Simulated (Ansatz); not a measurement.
Take PbTe in the rock salt structure (space group Fm-3m, No. 225; a = 6.442 Å) as the base.

The change: Cd takes the place of Te on all its sites; the structure is relaxed again.

Levels (all Ansatz, an electronic-structure program, PAW, earlier PAW set): PBEsol (420 eV, no spin-orbit coupling); PBEsol+SOC (420 eV, with spin-orbit coupling).

The geometry is relaxed with PBEsol.

- PBEsol pressure: 0.0 GPa

Predict the pressure from PBEsol+SOC.

The pressure goes from zero to -0.2 GPa.

Single points use the geometry relaxed with PBEsol. Differences between runs with and without spin-orbit coupling are approximate. Whether these cells are dynamically stable was not tested. As relaxed here, CdPb is a hypothetical phase, not in the database extracts checked.
